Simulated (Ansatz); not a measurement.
The system is WS2 (Tungstenite).

```xyz
6
Lattice="3.1800 0.0000 0.0000 -1.5900 2.7540 0.0000 0.0000 0.0000 12.5000" Properties=species:S:1:pos:R:3 pbc="T T T"
W     1.5900    0.9180    9.3750
W     0.0000    1.8360    3.1250
S     1.5900    0.9180    4.6875
S     0.0000    1.8360   10.9375
S     1.5900    0.9180    1.5625
S     0.0000    1.8360    7.8125
```

| Property | Result |
| --- | --- |
| Program | Ansatz 0.2.0 |
| Task | relaxation of cell and atoms |
| Functional | r2SCAN |
| Potentials or basis | Ansatz PAW |
| Cutoff | 500 eV (not typed: the program's choice for these potentials) |
| k mesh | 10 × 10 × 3 |
| Occupations | fermi-dirac, width 0.05 eV |
| Spin | no spin polarisation |

At the start: volume 18.24 Å³/atom.

Problem. How do energy, volume and symmetry change on relaxing?

Solution. It ends after 5 steps and the volume is 19.09 Å³/atom (+4.6 %); space group P6_3/mmc (No. 194, to 0.05 Å).

The path:
```
step  energy change (eV)  largest force (eV/Å)  volume (Å³)
   1              0.0000                0.1160       109.47
   2             -0.0042                0.2873       115.64
   3             -0.0190                0.0095       114.36
   4             -0.0191                0.0044       114.52
   5             -0.0205                0.0045       114.52
```

Final structure:
```yaml
crystal:
  lattice:
    - [3.18195, 0.00000, 0.00000]
    - [-1.59097, 2.75565, 0.00000]
    - [0.00000, 0.00000, 13.06085]
  atoms:
    - { symbol: W, position: [0.66667, 0.33333, 0.75000] }
    - { symbol: W, position: [0.33333, 0.66667, 0.25000] }
    - { symbol: S, position: [0.66667, 0.33333, 0.36941] }
    - { symbol: S, position: [0.33333, 0.66667, 0.86941] }
    - { symbol: S, position: [0.66667, 0.33333, 0.13059] }
    - { symbol: S, position: [0.33333, 0.66667, 0.63059] }
```

Caveat: the plane-wave basis is chosen anew once the cell has moved, so the energies of steps on either side of that aren't comparable; the PAW data sets come from PBE, with cores solved anew for the run's functional, which leaves a small shift of forces and pressure.
